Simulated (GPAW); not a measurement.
# ZrSe2 (P-3m1) in GPAW: convergence with density grid spacing (A)

Aim: find how far density grid spacing (A) must go before the results for ZrSe2 settle, at PBE. This setting moves, with any that are tied to it; all else stays.

Everything below comes from runs of GPAW 26.7.0. Logs are shortened: lines on timing, memory, paths and dates and some standing lists are left out, and cuts for length are marked. The log counts tension as positive stress, the text compression.

## Step 1: The structure

The structure is trigonal, space group P-3m1 (No. 164). The conventional cell has a = 3.798 Å, b = 3.798 Å, c = 6.192 Å, α = 90.00°, β = 90.00°, γ = 120.00°. Zr (site symmetry -3m) has 6 Se at 2.68 Å as nearest neighbours. Se (site symmetry 3m) has 3 Zr at 2.68 Å as nearest neighbours.

## Step 2: With density grid spacing (A) 0.24

Input file run.py:

```python
from ase.dft.bandgap import bandgap
from ase.io import read, write
from ase.units import GPa
from gpaw import GPAW, PW

atoms = read('ZrSe2.xyz')

calc = GPAW(mode=PW(600),
            h=0.24,
            xc='PBE',
            kpts={'size': (6, 6, 4), 'gamma': True},
            occupations={'name': 'fermi-dirac', 'width': 0.05},
            nbands=24,
            convergence={'density': 1e-05, 'energy': 1e-05},
            maxiter=100,
            txt='gpaw.txt')
atoms.calc = calc
energy = atoms.get_potential_energy()
forces = atoms.get_forces()
stress = atoms.get_stress()
calc.write('gs.gpw')
write('result.traj', atoms)
print(f'Energy: {energy:.6f} eV')
print('Forces (eV/A):')
print(forces.round(4))
print('Stress (GPa):', (stress / GPa).round(3))
print('Fermi level:', round(calc.get_fermi_level(), 4), 'eV')
print(f'Gap: {bandgap(calc)[0]:.4f} eV, direct: {bandgap(calc, direct=True)[0]:.4f} eV')
```

Input file ZrSe2.xyz:

```xyz
3
Lattice="3.7980000000 0.0000000000 0.0000000000 -1.8990000000 3.2891644836 0.0000000000 0.0000000000 0.0000000000 6.1920000000" Properties=species:S:1:pos:R:3 pbc="T T T"
Zr     0.0000000000      0.0000000000      0.0000000000
Se     1.8990000002      1.0963881611      4.6440000000
Se    -0.0000000002      2.1927763225      1.5480000000
```

Potentials or basis: GPAW PAW data sets (gpaw-data 1.2.1), pw.

Started as:

```
OMP_NUM_THREADS=1 python run.py
```

Wall time 13 s (1 thread of Arm Neoverse V2, shared host); peak memory 0.17 GiB.

Results:

```yaml
Free_energy: -18.4454 eV
Pressure: 1.8 GPa
Largest_force: 0.249 eV/Å
Band_gap_on_the_k_mesh: 0.37 eV, indirect (least direct gap 1.04 eV)
```

## Step 3: With density grid spacing (A) 0.2

run.py, as its differences from that of step 2:

```diff
@@ -8,3 +8,3 @@
 calc = GPAW(mode=PW(600),
-            h=0.24,
+            h=0.2,
             xc='PBE',
```

ZrSe2.xyz is that of step 2.

Potentials or basis: GPAW PAW data sets (gpaw-data 1.2.1), pw.

Started as:

```
OMP_NUM_THREADS=1 python run.py
```

Run time: 15 s. Hardware: 1 thread of Arm Neoverse V2, shared host; peak memory 0.18 GiB.

What came out:

| Property | Result |
| --- | --- |
| Free energy | -18.4443 eV |
| Pressure | 1.8 GPa |
| Largest force | 0.249 eV/Å |
| Band gap on the k mesh | 0.37 eV, indirect (least direct gap 1.04 eV) |

## Step 4: With density grid spacing (A) 0.17

run.py, as its differences from that of step 3:

```diff
@@ -8,3 +8,3 @@
 calc = GPAW(mode=PW(600),
-            h=0.2,
+            h=0.17,
             xc='PBE',
```

ZrSe2.xyz is that of step 3.

Started as:

```
OMP_NUM_THREADS=1 python run.py
```

Run time: 24 s. Hardware: 1 thread of Arm Neoverse V2, shared host; peak memory 0.19 GiB.

Results:

| Property | Result |
| --- | --- |
| Free energy | -18.4441 eV |
| Pressure | 1.8 GPa |
| Largest force | 0.249 eV/Å |
| Band gap on the k mesh | 0.37 eV, indirect (least direct gap 1.04 eV) |

## Step 5: With density grid spacing (A) 0.15

run.py, as its differences from that of step 4:

```diff
@@ -8,3 +8,3 @@
 calc = GPAW(mode=PW(600),
-            h=0.17,
+            h=0.15,
             xc='PBE',
```

ZrSe2.xyz is that of step 4.

Started as:

```
OMP_NUM_THREADS=1 python run.py
```

Wall time 31 s (1 thread of Arm Neoverse V2, shared host); peak memory 0.2 GiB.

The run converged. Its results:

```yaml
Free_energy: -18.4441 eV
Pressure: 1.8 GPa
Largest_force: 0.249 eV/Å
Band_gap_on_the_k_mesh: 0.37 eV, indirect (least direct gap 1.04 eV)
```

## Step 6: With density grid spacing (A) 0.13

run.py, as its differences from that of step 5:

```diff
@@ -8,3 +8,3 @@
 calc = GPAW(mode=PW(600),
-            h=0.15,
+            h=0.13,
             xc='PBE',
```

ZrSe2.xyz is that of step 5.

Potentials or basis: GPAW PAW data sets (gpaw-data 1.2.1), pw.

Started as:

```
OMP_NUM_THREADS=1 python run.py
```

Wall time 40 s (1 thread of Arm Neoverse V2, shared host); peak memory 0.22 GiB.

It converged, with:

| Item | Value |
| --- | --- |
| Free energy | -18.4441 eV |
| Pressure | 1.8 GPa |
| Largest force | 0.249 eV/Å |
| Band gap on the k mesh | 0.37 eV, indirect (least direct gap 1.04 eV) |

## Step 7: With density grid spacing (A) 0.11

run.py, as its differences from that of step 6:

```diff
@@ -8,3 +8,3 @@
 calc = GPAW(mode=PW(600),
-            h=0.13,
+            h=0.11,
             xc='PBE',
```

ZrSe2.xyz is that of step 6.

Started as:

```
OMP_NUM_THREADS=1 python run.py
```

Run time: 66 s. Hardware: 1 thread of Arm Neoverse V2, shared host; peak memory 0.28 GiB.

It converged, with:

```
Free energy            : -18.4441 eV
Pressure               : 1.8 GPa
Largest force          : 0.249 eV/Å
Band gap on the k mesh : 0.37 eV, indirect (least direct gap 1.04 eV)
```

## Step 8: With density grid spacing (A) 0.09

run.py, as its differences from that of step 7:

```diff
@@ -8,3 +8,3 @@
 calc = GPAW(mode=PW(600),
-            h=0.11,
+            h=0.09,
             xc='PBE',
```

ZrSe2.xyz is that of step 7.

Potentials or basis: GPAW PAW data sets (gpaw-data 1.2.1), pw.

Started as:

```
OMP_NUM_THREADS=1 python run.py
```

gpaw.txt:

```text
__  _  _
 | _ |_)|_||  |
 |__||  | ||/\| - 26.7.0

Input parameters:
  mode=PW(ecut=600.0),
  convergence={'density': 1e-05, 'energy': 1e-05},
  h=0.09,
  kpts=MonkhorstPack(size=(6, 6, 4), gamma=True),
  maxiter=100,
  nbands=24,
  occupations=Occupations(name='fermi-dirac', width=0.05),
  xc=XC(name='PBE')

Diagonalizing LCAO Hamiltonian
Converting LCAO to pw mode

            Se

        Se

       Zr

Atoms  # Å, Bohr magnetons
|   | symbol |         x |        y |        z |    initial magnetic moments |
|---|--------|-----------|----------|----------|-----------------------------|
| 0 |     Zr |  0.000000 | 0.000000 | 0.000000 | ( 0.0000,  0.0000,  0.0000) |
| 1 |     Se |  1.899000 | 1.096388 | 4.644000 | ( 0.0000,  0.0000,  0.0000) |
| 2 |     Se | -0.000000 | 2.192776 | 1.548000 | ( 0.0000,  0.0000,  0.0000) |

Unit cell  # Å
| periodic |         x |        y |        z |  lengths |     angles |
|----------|-----------|----------|----------|----------|------------|
|      yes |  3.798000 | 0.000000 | 0.000000 | 3.798000 |  90.000000 |
|      yes | -1.899000 | 3.289164 | 0.000000 | 3.798000 |  90.000000 |
|      yes |  0.000000 | 0.000000 | 6.192000 | 6.192000 | 120.000000 |

Number of symmetries: 12
Symmetry operations  # r_c * U_cc + t_c -> r_c
|    | kind |            matrix            |
|----|------|------------------------------|
|  0 |  σ   |  1, 1, 0,  0,-1, 0,  0, 0, 1 |
|  1 |  S6  |  1, 1, 0, -1, 0, 0,  0, 0,-1 |
|  2 |  E   |  1, 0, 0,  0, 1, 0,  0, 0, 1 |
|  3 |  C2  |  1, 0, 0, -1,-1, 0,  0, 0,-1 |
|  4 |  C2  |  0, 1, 0,  1, 0, 0,  0, 0,-1 |
|  5 |  C3  |  0, 1, 0, -1,-1, 0,  0, 0, 1 |
|  6 |  S6  |  0,-1, 0,  1, 1, 0,  0, 0,-1 |
|  7 |  σ   |  0,-1, 0, -1, 0, 0,  0, 0, 1 |
|  8 |  σ   | -1, 0, 0,  1, 1, 0,  0, 0, 1 |
|  9 |  i   | -1, 0, 0,  0,-1, 0,  0, 0,-1 |
| 10 |  C3  | -1,-1, 0,  1, 0, 0,  0, 0, 1 |
| 11 |  C2  | -1,-1, 0,  0, 1, 0,  0, 0,-1 |

BZ-sampling:
  Number of BZ points: 144
  Number of IBZ points: 24

  Monkhorst-Pack size: [6, 6, 4]
  Monkhorst-Pack shift: [0.08333333333333333, 0.08333333333333333, 0.125]

K-points  # in reciprocal-cell coordinates
[... 96 lines left out ...]
  MSR1-Mixer
  Pratt-step length: 0.05
  Maximum mixing coefficient: 0.75
  Old densities: 10
  SVD Regularization: 0.005
  Good broyden scale: 1.0
  Trust region scale: 1.0
  Backstep threshold: 4.0
  History deletion threshold: 6.0
  Fourier metric: weight=20.0, sigma=0.015

occupation numbers:
  Fermi-Dirac:
    width: 0.0500  # eV

poisson solver:
  ecut: 4800.0  # eV

xc functional:
[... 9 lines left out ...]
|iter     | |      energy | eigst |  dens |
|---------|-|-------------|-------|-------|
|iter:   1| |  -18.855925 | +0.05 |       |
|iter:   2| |  -18.755266 | -1.91 | -1.09 |
|iter:   3| |  -18.445842 | -1.52 | -1.14 |
|iter:   4| |  -18.449031 | -2.38 | -1.62 |
|iter:   5| |  -18.445804 | -3.04 | -1.91 |
|iter:   6| |  -18.443780 | -3.52 | -2.10 |
|iter:   7| |  -18.443793 | -5.35 | -3.27 |
|iter:   8| |  -18.443797c| -6.46 | -3.69 |
|iter:   9| |  -18.443797c| -7.57c| -4.47 |
|iter:  10| |  -18.443797c| -8.61c| -5.43c|

Converged in 10 steps
Energy contributions relative to reference atoms: (reference = -230100.635496)

Energy contributions:
  Kinetic:          24.422062
  Coulomb:         -26.587643
  Zero:              0.279858
  External:          0.000000
  Xc:              -16.557808
  Entropy:          -0.000531
  Spinorbit:         0.000000
  ----------------------------
  Free energy:     -18.444062
  Extrapolated:    -18.443797

dipole moment: (-6.929326, -12.001946, -22.594202)  # |e|*Ang

Fermi level: 5.794
Eigenvalues  # (at kpt = [0.000, 0.000, 0.000])
| band index |      eig [eV] | occ [0-2] |
|------------|---------------|-----------|
|          0 |       -43.865 |     2.000 |
|        ... |               |           |
|          4 |        -7.576 |     2.000 |
|          5 |        -6.319 |     2.000 |
|          6 |         0.953 |     2.000 |
|          7 |         2.896 |     2.000 |
|          8 |         2.896 |     2.000 |
|          9 |         5.568 |     1.979 |
[... 8 lines left out ...]
|         18 |        10.688 |     0.000 |
|         19 |        14.588 |     0.000 |
|        ... |               |           |
|         23 |        18.567 |     0.000 |

Gap: 0.369 eV
Transition (v -> c):
  (s=0, k=0, n=11, [0.00, 0.00, 0.00]) -> (s=0, k=23, n=12, [0.50, 0.50, 0.50])
Direct/indirect transitions are different
Direct gap: 1.043 eV
Transition at: (s=0, k=0, n=11, [0.00, 0.00, 0.00])

Forces  # eV/Ang
|        x |        y |        z |
|----------|----------|----------|
| -0.00000 |  0.00000 |  0.00000 |  # Zr   0
|  0.00000 | -0.00000 | -0.24913 |  # Se   1
| -0.00000 | -0.00000 |  0.24913 |  # Se   2

Stress tensor  # eV/Ang^3
|         x |         y |         z |
|-----------|-----------|-----------|
| -0.007959 |  0.000000 |  0.000000 |
|  0.000000 | -0.007959 |  0.000000 |
|  0.000000 |  0.000000 | -0.017396 |

# Writing to gs.gpw (mode='')
```

It took 2.1 min on 1 thread of Arm Neoverse V2, shared host; peak memory 0.42 GiB.

Results:

```
Free energy            : -18.4441 eV
Pressure               : 1.8 GPa
Largest force          : 0.249 eV/Å
Band gap on the k mesh : 0.37 eV, indirect (least direct gap 1.04 eV)
```

## Step 9: Result

```
density grid spacing (A)  energy less the tightest run, at zero smearing (meV/atom)  SCF cycles  CPU time (s)  peak memory (GiB)
                    0.24                                                      -0.43          10            13               0.17
                     0.2                                                      -0.09          10            15               0.18
                    0.17                                                      -0.01          10            24               0.19
                    0.15                                                      -0.01          10            31                0.2
                    0.13                                                       0.00          10            40               0.22
                    0.11                                                       0.00          10            66               0.28
                    0.09                                                       0.00          10           120               0.42
```

Against the tightest run, the energy stays within 1 meV/atom from 0.24 on. The tightest run that finished is the yardstick and may itself not be fully converged.

Caveats: this functional lacks dispersion, which binds the layers, so the pressure and a relaxed spacing across them are unreliable.
